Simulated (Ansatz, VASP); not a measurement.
## Two plane-wave programs on Ge

Contents of INCAR:

```
PREC = Accurate
ENCUT = 520
EDIFF = 1E-6
ISMEAR = -4
SIGMA = 0.1
LREAL = False
LASPH = True
NELM = 100
ALGO = Normal
ISIF = 2
LWAVE = False
LCHARG = False
GGA = CA
NBANDS = 21
```

File KPOINTS:

```
Automatic mesh
0
Gamma
  6 6 4
```

POSCAR

```
Ge
1.0
    1.4880529250     -2.5946896100      0.0000000000
    1.4880529250      2.5946896100      0.0000000000
    0.0000000000      0.0000000000      4.7275957900
Ge
2
Direct
    0.6665533700      0.3334466300      0.2500000000
    0.3334466300      0.6665533700      0.7500000000
```

Input for Ansatz:

```yaml
crystal:
  lattice:
    - [1.488052925, -2.59468961, 0.0]
    - [1.488052925, 2.59468961, 0.0]
    - [0.0, 0.0, 4.72759579]
  atoms:
    - { symbol: Ge, position: [0.66655337, 0.33344663, 0.25] }
    - { symbol: Ge, position: [0.33344663, 0.66655337, 0.75] }
basis:
  ecutwfc: 420
kpoints:
  mp_grid: { grid: [6, 6, 4] }
hamiltonian:
  xc: lda
scf:
  occupations: { method: tetrahedron_uncorrected }
output:
  forces: true
  stress: true
  eigenvalues: true
```

Alike in both runs: task single point; functional LDA; k mesh 6 × 6 × 4; no spin polarisation.

```csv
,VASP,Ansatz
version,VASP 6.6.1,Ansatz 0.2.0
potentials or method,"VASP PAW LDA potentials, release 64 (Ge_d)","scalar-relativistic, plane waves, PAW"
plane-wave cutoff (eV),520,420
occupations,tetrahedron,tetrahedron-uncorrected
valence electrons in the cell,28,28
```

|  | VASP | Ansatz | Ansatz less VASP |
| --- | --- | --- | --- |
| gap on the k mesh at the Fermi level (eV) | none | none | - |
| pressure (GPa) | 1.7 | 1.7 | +0.03 |
| largest component of the traceless stress (GPa) | 2.49 | 2.52 | +0.030 |

A gap of «none» marks a metal or a gap that the smearing closes. Ansatz warned: «band_table_not_solved_further».

Caveats: the k mesh is coarse (spacing up to 0.41 Å⁻¹), so the values aren't converged.
